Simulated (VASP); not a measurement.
A run of VASP 6.6.1:

Contents of INCAR:

```
SYSTEM = Si
  ALGO = Normal
  DIPOL = 0.5 0.5 0.257
  EDIFF = 1E-6
  ENCUT = 520
  GGA = PE
  IDIPOL = 3
  ISIF = 2
  ISMEAR = 0
  IVDW = 12
  LASPH = .True.
  LCHARG = .False.
  LDIPOL = .True.
  LREAL = .False.
  LWAVE = .False.
  NBANDS = 11
  NELM = 100
  PREC = Accurate
  SIGMA = 0.1
```

The input KPOINTS:

```
k-points
0
Gamma
  9 9 1
  0 0 0
```

File POSCAR:

```
Si
1.0
    3.8472023583      0.0000000000      0.0000000000
   -1.9236011791      3.3317749758      0.0000000000
    0.0000000000      0.0000000000     18.4446971457
Si
2
Direct
    0.3333333333      0.6666666667      0.2695814701
    0.6666666667      0.3333333333      0.2439725610
```

Potentials or basis: VASP PAW PBE potentials, release 64 (Si).

Command:

```sh
$ cat potpaw_PBE.64/Si/POTCAR > POTCAR
$ mpirun -np 1 vasp_std > vasp.out
```

Hardware: 1 thread of Intel(R) Xeon(R) Platinum 8375C CPU @ 2.90GHz (Ice Lake) (shared host).

Task: How long does it take, and how much memory?

Result: It took 50 s on 1 thread of Intel(R) Xeon(R) Platinum 8375C CPU @ 2.90GHz (Ice Lake), on a shared host, peak memory 0.33 GiB. Counts: scf iterations 21, k points 12.
